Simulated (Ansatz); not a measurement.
The following input was run with Ansatz 0.2.0.

```yaml
crystal:
  lattice:
    - [3.9006678799, 0.0, 0.0]
    - [0.0, 3.9724249773, 0.0]
    - [0.0, 0.0, 25.1697036736]
  atoms:
    - { symbol: Al, position: [0.5, 0.0, 0.2979772864] }
    - { symbol: Al, position: [0.0, 0.5, 0.2979772864] }
    - { symbol: Ti, position: [0.0, 0.0, 0.3727834778] }
    - { symbol: Al, position: [0.5, 0.5, 0.3807725326] }
    - { symbol: Al, position: [0.0, 0.5, 0.4546078495] }
    - { symbol: Ti, position: [0.5, 0.0, 0.4625969043] }
    - { symbol: Al, position: [0.0, 0.0, 0.5374030957] }
    - { symbol: Al, position: [0.5, 0.5, 0.5374030957] }
    - { symbol: Ti, position: [0.5, 0.0, 0.612209287] }
    - { symbol: Al, position: [0.0, 0.5, 0.6201983419] }
    - { symbol: Al, position: [0.5, 0.5, 0.6940336588] }
    - { symbol: Ti, position: [0.0, 0.0, 0.7020227136] }
basis:
  ecutwfc: 420
kpoints:
  mp_grid: { grid: [4, 4, 1] }
hamiltonian:
  xc: pbesol
scf:
  occupations: { method: gaussian, width: 0.1 }
output:
  forces: true
  stress: true
  eigenvalues: true
efield:
  axis: 3
  dipole_correction: true
  ramp_width: 0.04
```

Launched with
```bash
ansatz run input.yaml --threads 1 --pin off --max-ram 2560MiB --backend cpu --events-out ev --progress --plain --runs-dir out
```

Theory: DFT PBEsol, scalar-relativistic, plane waves, PAW in Ansatz.

Part of what the program printed, abridged:

```
Pseudopotentials: kind: paw
Pseudopotential: Al, paw, valence charge 3, recommended cutoff 420 eV (normal)
Pseudopotential: Ti, paw, valence charge 12, recommended cutoff 420 eV (normal)
Functional definition: PBEsol
Crystal: 12 atoms, lattice volume = 390.007 Å³
Basis set: ecut = 420 eV, 7669 PW (Γ), exchange–correlation on 54×54×360 points (8 copies of the dense FFT grid, shifted against one another)
Bands: 48, of which v1, the nominal top of the filled ones, is band 36 counted from 1 (35 counted from 0)
Symmetry: 4 space group operations
Space group: Pmm2 (ITA 25), of the structure as read, at distance tolerance 7.3e-5 Å
k-points: 9 of 16
Initial density: superposition of atomic densities (neutral atoms: chi_scale 0, normalization atom), corrected by the library's trained network
Initial wavefunctions: pseudopotential atomic-orbital guess
Functional: x = pbesol(κ = 0.804, μ = 0.12345679), c = pbesol(β = 0.046)
SCF iter   1: F=—  HF=-14093.489592 eV  |F-HF|=—  |Δ(HF+E_count)|=         —  Δρ=4.53e-3  dr2=7.83e-1  ethr=1.77e-3  p=0.024 e·Å  D=1.09e-2 V/Å  ΔV_dip=-0.27 eV  dr2_dipole=1.89e-1  V_vac-E_F(+/−)=3.86/4.13 eV  ⟨swp⟩=9.1  Hψ=2150  notcnv=0
efield: sawtooth ramp at fractional position 0.9800 (placed from the atoms, in the widest stretch of the axis that holds none; the zero of the levels goes with the place), width 0.0400; the density the first Hamiltonian is built on has a dipole p = 0.024 e·Å; the dipole correction subtracts the counter field D = 1.09e-2 V/Å, which shifts the + side's vacuum level by -0.27 eV against the − side's; the planar-averaged density in the ramp window peaks in size at 2.0e-5 e/Å³
SCF iter   2: F=—  HF=-14093.462357 eV  |F-HF|=—  |Δ(HF+E_count)|=   2.72e-2  Δρ=2.37e-3  dr2=1.22e-1  ethr=1.09e-3  p=0.037 e·Å  D=1.73e-2 V/Å  ΔV_dip=-0.43 eV  dr2_dipole=3.71e-4  V_vac-E_F(+/−)=3.98/4.41 eV  ⟨swp⟩=2.0  Hψ=571  notcnv=0  defer=31
SCF iter   3: F=—  HF=-14093.456377 eV  |F-HF|=—  |Δ(HF+E_count)|=   5.98e-3  Δρ=3.83e-4  dr2=2.64e-3  ethr=1.69e-4  p=0.041 e·Å  D=1.91e-2 V/Å  ΔV_dip=-0.48 eV  dr2_dipole=9.69e-5  V_vac-E_F(+/−)=3.87/4.35 eV  ⟨swp⟩=2.0  Hψ=507  notcnv=0  defer=31
SCF iter   4: F=—  HF=-14093.456606 eV  |F-HF|=—  |Δ(HF+E_count)|=   2.29e-4  Δρ=1.76e-4  dr2=2.84e-4  ethr=3.67e-6  p=0.041 e·Å  D=1.91e-2 V/Å  ΔV_dip=-0.48 eV  dr2_dipole=6.11e-5  V_vac-E_F(+/−)=3.89/4.37 eV  ⟨swp⟩=2.7  Hψ=680  notcnv=0  defer=31
SCF iter   5: F=—  HF=-14093.456578 eV  |F-HF|=—  |Δ(HF+E_count)|=   2.79e-5  Δρ=3.52e-5  dr2=1.61e-5  ethr=3.94e-7  p=0.041 e·Å  D=1.92e-2 V/Å  ΔV_dip=-0.48 eV  dr2_dipole=1.99e-6  V_vac-E_F(+/−)=3.88/4.37 eV  ⟨swp⟩=2.1  Hψ=557  notcnv=0  defer=31
SCF iter   6: F=—  HF=-14093.456791 eV  |F-HF|=—  |Δ(HF+E_count)|=   2.13e-4  Δρ=1.10e-5  dr2=1.65e-6  ethr=2.24e-8  p=0.041 e·Å  D=1.92e-2 V/Å  ΔV_dip=-0.48 eV  dr2_dipole=3.96e-7  V_vac-E_F(+/−)=3.88/4.37 eV  ⟨swp⟩=2.0  Hψ=588  notcnv=0  defer=31
SCF iter   7: F=-14093.456791 eV  HF=-14093.456791 eV  |F-HF|=1.12e-9  |Δ(HF+E_count)|=   3.79e-7  Δρ=3.13e-6  dr2=7.56e-8  ethr=1.39e-10  p=0.041 e·Å  D=1.93e-2 V/Å  ΔV_dip=-0.48 eV  dr2_dipole=9.32e-10  V_vac-E_F(+/−)=3.88/4.37 eV  ⟨swp⟩=13.1  Hψ=2361  notcnv=0
SCF 1 converged in 7 iterations: F = -14093.456791 eV  dr2 = 7.56e-8
SCF converged after 7 iterations
Free energy (F): -14093.456791 eV
Harris-Foulkes:  -14093.456791 eV  (|F-HF|=1.12e-9)
Internal energy: -14093.426302 eV  (E = F + TS)
E sigma→0 (E₀):  -14093.441547 eV
Entropy (-TS):   -0.030489 eV (-2.541 meV/atom)
Fermi energy:    2.939473 eV
Dipole field:    D = 0.019222 V/Å  (p = 0.041429 e·Å, saw-weighted, corrected)
Work function:   Φ+ = 3.8843 eV   Φ− = 4.3681 eV
Levels:          The Fermi level and band energies are counted from a zero that moves with the ramp; work functions are not
--- Per-component energies (eV) ---
  E_band       = -1159.581032
  E_kinetic    = 1273.292494
  E_local      = -40611.854271  (includes V_loc(G=0)·N_el)
  E_nonlocal   = 125.997074
  E_hartree    = 19742.944578
  E_xc         = -700.882253
  E_vxc        = -717.637114  (∫ρ·V_xc dr)
  E_paw        = -7730.959450  (= ΣΔE_a)
  E_vpaw       = -714.660111  (= ΣTr[D̂ρ^β])
  E_aug_tail   = 0.000446  (compensation charges beyond the density's cutoff)
  E_efield     = 0.000398  (sawtooth field / dipole correction)
  E_vefield    = -0.607095  (∫n·V_field dr)
  E_ewald      = 13807.324033
  E_core_change = 0.710649  (= ΣΔE_core)
  E_smearing   = -0.030489  (= −TS)
--- Forces (eV/Å), atoms counted from 1 ---
  atom   1  Al     0.00000000     0.00000000    -0.11295125
  atom   2  Al     0.00000000     0.00000000    -0.12558710
  atom   3  Ti     0.00000000     0.00000000     0.34856695
  atom   4  Al     0.00000000     0.00000000    -0.14373569
  atom   5  Al     0.00000000     0.00000000    -0.07717162
  atom   6  Ti     0.00000000     0.00000000    -0.06406308
  atom   7  Al     0.00000000     0.00000000    -0.01399302
  atom   8  Al     0.00000000     0.00000000    -0.07239512
  atom   9  Ti     0.00000000     0.00000000     0.54642962
  atom  10  Al     0.00000000     0.00000000     0.30195587
  atom  11  Al     0.00000000     0.00000000     0.20180695
  atom  12  Ti     0.00000000     0.00000000    -0.78874988
--- Stress (GPa, compression-positive) ---
       -1.917418       0.000000       0.000000
        0.000000      -1.605905       0.000000
        0.000000       0.000000       0.010964
  P = ⅓ Tr σ = -1.1708 GPa (-11.708 kbar)
--- Band table (eV; the first three rows and the last of 9) ---
  k-point 0: bands = ["-53.9702", "-53.4935", "-53.4795", "-53.4478", "-30.4786", "-30.2853", "-30.2427", "-29.9736", "-29.9708", "-29.9100", "-29.9006", "-29.8953", "-29.8429", "-29.8097", "-29.7824", "-29.7591", "-6.9816", "-6.1194", "-4.9834", "-3.6774", "-2.0872", "-0.6115", "0.6016", "0.9690", "0.9875", "1.1435", "1.2069", "1.5688", "1.8423", "2.0587", "2.1649", "2.2276", "2.2679", "2.2750", "2.3837", "2.4801", "3.2034", "3.2420", "3.2816", "3.4225", "3.6931", "3.9498", "3.9977", "4.0843", "4.4702", "4.6206", "4.6746", "5.1338"]
  k-point 1: bands = ["-53.9698", "-53.4931", "-53.4791", "-53.4474", "-30.4779", "-30.2848", "-30.2508", "-29.9832", "-29.9806", "-29.9089", "-29.9044", "-29.8999", "-29.8423", "-29.8087", "-29.7818", "-29.7583", "-6.3969", "-5.5448", "-4.4575", "-3.2838", "-1.9004", "-1.6440", "-0.9514", "-0.1718", "-0.0224", "0.7875", "1.1026", "1.2957", "1.7773", "1.8017", "1.9549", "2.1226", "2.3030", "2.7117", "2.9559", "2.9857", "3.2990", "3.4228", "3.4349", "3.5972", "3.6758", "3.7942", "4.1146", "4.4039", "4.4795", "4.7233", "4.8861", "4.9183"]
  k-point 2: bands = ["-53.9695", "-53.4927", "-53.4788", "-53.4470", "-30.4772", "-30.2842", "-30.2588", "-29.9929", "-29.9902", "-29.9135", "-29.9077", "-29.8991", "-29.8417", "-29.8078", "-29.7812", "-29.7576", "-5.1109", "-4.3295", "-4.1240", "-3.4959", "-3.2851", "-2.5187", "-1.5390", "-0.5440", "-0.2647", "0.3073", "0.8261", "1.0967", "1.2988", "1.4112", "1.8846", "2.2297", "2.4965", "2.8042", "3.0535", "3.4376", "3.7073", "3.7703", "3.9382", "4.0321", "4.0363", "4.2139", "4.2444", "4.4143", "4.4574", "4.4712", "4.5189", "4.7243"]
  k-point 8: bands = ["-53.9683", "-53.4862", "-53.4783", "-53.4519", "-30.4775", "-30.3072", "-30.2552", "-29.9909", "-29.9833", "-29.9462", "-29.9153", "-29.9058", "-29.8586", "-29.8020", "-29.7821", "-29.7490", "-3.4404", "-2.8835", "-2.4565", "-2.3789", "-2.3615", "-1.7701", "-1.5659", "-1.5079", "-1.2752", "-0.5040", "-0.2398", "-0.1920", "0.3582", "1.0811", "1.0916", "1.3825", "1.5435", "1.6550", "2.2046", "2.6289", "3.0607", "3.0812", "3.4494", "3.4814", "3.5186", "4.1033", "4.1758", "4.2249", "4.2644", "4.2676", "4.4511", "4.5375"]
```

Self-consistency was reached.

It took 12 s on 1 thread of Intel(R) Xeon(R) Platinum 8488C (Sapphire Rapids) (shared host), peak memory 0.55 GiB.